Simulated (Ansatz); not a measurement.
**NiO: equation of state**

How stiff is NiO, and at what volume does the pressure vanish? The cell is scaled evenly, atoms carried along, and solved with LAPW, PAW and all-electron datasets made for the crystal.

Method: DFT PBE, scalar-relativistic, in Ansatz 0.2.0.

1 further run of the same task is left out (set aside as unsound or not needed).

### 1 The system as given

It takes space group F-43m (No. 216, cubic). Conventional cell: a = 4.481 Å, b = 4.481 Å, c = 4.481 Å, α = 90.00°, β = 90.00°, γ = 90.00°. Ni (site symmetry -43m) is surrounded by 4 O at 1.94 Å. Around O (site symmetry -43m) lie 4 Ni at 1.94 Å.

Coordinates:

```
CELL_PARAMETERS angstrom
0.00000 2.24071 2.24071
2.24071 0.00000 2.24071
2.24071 2.24071 0.00000
ATOMIC_POSITIONS crystal
Ni 0.00000 0.00000 0.00000
O 0.25000 0.25000 0.25000
```

The cell was relaxed by PAW from a hypothetical start (zincblende type); it needn't be the stable phase of this composition.

Atoms are numbered in the order of the input: Ni1, O2.

### 2 Volume × 0.95, LAPW

Contents of input.yaml:

```yaml
crystal:
  lattice:
    - [0.0, 2.2027240222, 2.2027240222]
    - [2.2027240222, 0.0, 2.2027240222]
    - [2.2027240222, 2.2027240222, 0.0]
  atoms:
    - { symbol: Ni, position: [0.0, 0.0, 0.0], spin: 1.5 }
    - { symbol: O, position: [0.25, 0.25, 0.25] }
magnetization:
  spin_polarized: true
kpoints:
  mp_grid: { grid: [14, 14, 14] }
scf:
  occupations: { method: fermi_dirac, width: 0.03 }
hamiltonian:
  xc: pbe
  pseudopotentials: { kind: all_electron, lapw: { basis_error: 0.00025 } }
output:
  forces: true
  stress: true
  eigenvalues: true
```

### 3 Volume × 0.95, PAW

input.yaml: that of step 2 with these lines changed.

```diff
@@ -16,3 +16,3 @@
   xc: pbe
-  pseudopotentials: { kind: all_electron, lapw: { basis_error: 0.00025 } }
+  pseudopotentials: { kind: paw }
 output:
@@ -21 +21,2 @@
   eigenvalues: true
+  efg: { contact_densities: true }
```

### 4 Volume × 0.95, crystal datasets

input.yaml: that of step 3 with these lines changed.

```diff
@@ -16,3 +16,3 @@
   xc: pbe
-  pseudopotentials: { kind: paw }
+  pseudopotentials: { kind: all_electron, datasets: crystal }
 output:
```

### 5 Volume × 0.975, LAPW

Contents of input.yaml:

```yaml
crystal:
  lattice:
    - [0.0, 2.2218791056, 2.2218791056]
    - [2.2218791056, 0.0, 2.2218791056]
    - [2.2218791056, 2.2218791056, 0.0]
  atoms:
    - { symbol: Ni, position: [0.0, 0.0, 0.0], spin: 1.5 }
    - { symbol: O, position: [0.25, 0.25, 0.25] }
magnetization:
  spin_polarized: true
kpoints:
  mp_grid: { grid: [14, 14, 14] }
scf:
  occupations: { method: fermi_dirac, width: 0.03 }
hamiltonian:
  xc: pbe
  pseudopotentials: { kind: all_electron, lapw: { basis_error: 0.00025 } }
output:
  forces: true
  stress: true
  eigenvalues: true
```

### 6 Volume × 0.975, PAW

input.yaml: that of step 5 with these lines changed.

```diff
@@ -16,3 +16,3 @@
   xc: pbe
-  pseudopotentials: { kind: all_electron, lapw: { basis_error: 0.00025 } }
+  pseudopotentials: { kind: paw }
 output:
@@ -21 +21,2 @@
   eigenvalues: true
+  efg: { contact_densities: true }
```

### 7 Volume × 1.025, LAPW

Contents of input.yaml:

```yaml
crystal:
  lattice:
    - [0.0, 2.2592285874, 2.2592285874]
    - [2.2592285874, 0.0, 2.2592285874]
    - [2.2592285874, 2.2592285874, 0.0]
  atoms:
    - { symbol: Ni, position: [0.0, 0.0, 0.0], spin: 1.5 }
    - { symbol: O, position: [0.25, 0.25, 0.25] }
magnetization:
  spin_polarized: true
kpoints:
  mp_grid: { grid: [14, 14, 14] }
scf:
  occupations: { method: fermi_dirac, width: 0.03 }
hamiltonian:
  xc: pbe
  pseudopotentials: { kind: all_electron, lapw: { basis_error: 0.00025 } }
output:
  forces: true
  stress: true
  eigenvalues: true
```

### 8 Volume × 1.025, PAW

input.yaml: that of step 7 with these lines changed.

```diff
@@ -16,3 +16,3 @@
   xc: pbe
-  pseudopotentials: { kind: all_electron, lapw: { basis_error: 0.00025 } }
+  pseudopotentials: { kind: paw }
 output:
@@ -21 +21,2 @@
   eigenvalues: true
+  efg: { contact_densities: true }
```

### 9 Volume × 1.05, LAPW

Contents of input.yaml:

```yaml
crystal:
  lattice:
    - [0.0, 2.2774489596, 2.2774489596]
    - [2.2774489596, 0.0, 2.2774489596]
    - [2.2774489596, 2.2774489596, 0.0]
  atoms:
    - { symbol: Ni, position: [0.0, 0.0, 0.0], spin: 1.5 }
    - { symbol: O, position: [0.25, 0.25, 0.25] }
magnetization:
  spin_polarized: true
kpoints:
  mp_grid: { grid: [14, 14, 14] }
scf:
  occupations: { method: fermi_dirac, width: 0.03 }
hamiltonian:
  xc: pbe
  pseudopotentials: { kind: all_electron, lapw: { basis_error: 0.00025 } }
output:
  forces: true
  stress: true
  eigenvalues: true
```

### 10 Volume × 1.05, PAW

input.yaml: that of step 9 with these lines changed.

```diff
@@ -16,3 +16,3 @@
   xc: pbe
-  pseudopotentials: { kind: all_electron, lapw: { basis_error: 0.00025 } }
+  pseudopotentials: { kind: paw }
 output:
@@ -21 +21,2 @@
   eigenvalues: true
+  efg: { contact_densities: true }
```

### 11 Volume × 1.05, crystal datasets

input.yaml: that of step 10 with these lines changed.

```diff
@@ -16,3 +16,3 @@
   xc: pbe
-  pseudopotentials: { kind: paw }
+  pseudopotentials: { kind: all_electron, datasets: crystal }
 output:
```

(Steps that only read results are left out.)

Before running it: what results should come out? Wanted: equilibrium volume; bulk modulus (for each run or level that gives them).

The runs gave:

| quantity | value |
| --- | --- |
| equilibrium volume (LAPW) | 11.261 Å³/atom |
| bulk modulus (LAPW) | 144 GPa |
| its pressure derivative (LAPW) | 3.8 |
| equilibrium volume (PAW) | 11.250 Å³/atom |
| bulk modulus (PAW) | 143 GPa |
| its pressure derivative (PAW) | 3.9 |

**Reading.** By LAPW, the pressure vanishes at 11.26 Å³/atom (less than 0.1 % from the starting cell) and the bulk modulus there is 144 GPa (Birch-Murnaghan, third order). PAW's volume lies -0.10 % and its modulus -0.5 % from LAPW's. The moment on Ni1 goes from 1.47 to 1.57 μB as the cell expands. No thermal or zero-point expansion is included. Other magnetic orders may lie lower; this is the state that the run reached. With one magnetic atom in the cell only ferromagnetic order fits; the real order can differ. No U acts on the open 3d shell, so the metal found here may be the functional's error.
